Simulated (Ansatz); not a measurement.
**AlGa$_{3}$N$_{4}$ (P-43m), comparing deformations**

These are results of DFT r2SCAN, scalar-relativistic, plane waves, PAW in Ansatz, not measurements. The runs took a 500 eV cutoff, a Γ-centred 6×6×6 mesh and Gaussian smearing (0.05 eV). No spin polarisation. Energies are free energies at this smearing, counted from the undisturbed cell; pressure is positive in compression.

The undisturbed cell (relaxed at this level; it needn't be the usual structure):

```
Al Ga N
1.0
     4.46534    0.00000    0.00000
     0.00000    4.46534    0.00000
     0.00000    0.00000    4.46534
Al Ga N
1 3 4
Cartesian
  0.0000 0.0000 0.0000
  2.2327 2.2327 0.0000
  2.2327 0.0000 2.2327
  0.0000 2.2327 2.2327
  3.3729 3.3729 1.0924
  3.3729 1.0924 3.3729
  1.0924 3.3729 3.3729
  1.0924 1.0924 1.0924
```

The cell is strained by ε times a Voigt pattern (xx, yy, zz, yz, xz, xy; engineering shear) with fractional coordinates fixed. τ = (1/V0) dE/dε comes from the stress tensor. Of each scan, only the three points used here are listed.

| pattern | ε | τ (GPa) |
| --- | --- | --- |
| (1, 1, 0, 0, 0, 0) | -0.0250 | -24.18 |
| (1, 1, 0, 0, 0, 0) | 0.0000 | -0.02 |
| (1, 1, 0, 0, 0, 0) | 0.0250 | 20.55 |
| (0, 0, 1, 0, 0, 0) | -0.0250 | -7.40 |
| (0, 0, 1, 0, 0, 0) | 0.0000 | -0.01 |
| (0, 0, 1, 0, 0, 0) | 0.0250 | 7.13 |
| (1, -1, 0, 0, 0, 0) | -0.0187 | -5.08 |
| (1, -1, 0, 0, 0, 0) | 0.0000 | 0.00 |
| (1, -1, 0, 0, 0, 0) | 0.0187 | 5.08 |

**Question.** Which constants do the scans give, and which deformation costs least for the same size of strain tensor?

**Answer.** The slope dτ/dε at zero (parabola through three points) is pᵀCp: (1, 1, 0, 0, 0, 0) gives 2(C11 + C12) = 895 GPa; (0, 0, 1, 0, 0, 0) gives C11 = 291 GPa; (1, -1, 0, 0, 0, 0) gives 2(C11 − C12) = 272 GPa. The size of the strain tensor, ε:ε, is ε² times 2.0, 1.0, 2.0. Per unit of it the stiffnesses are 447, 291, 136 GPa, so (1, -1, 0, 0, 0, 0) is the softest of these: at ε:ε = (1 %)² the quadratic term costs 0.47 meV/atom against 1.55 for the stiffest. These are clamped-ion values.

**Question.** What else follows for this cubic crystal?

**Answer.** From the unrounded slopes C11 = 290.6 and C12 = 156.8 GPa, so B = (C11 + 2 C12)/3 = 201 GPa and the Poisson ratio for a pull along a cube edge is C12/(C11 + C12) = 0.35. Symmetry also asks 2(C11 − C12) = 268 GPa, against 272 from its own scan.

Forces appear on the atoms along this scan, and letting them relax would lower the energy and soften the response.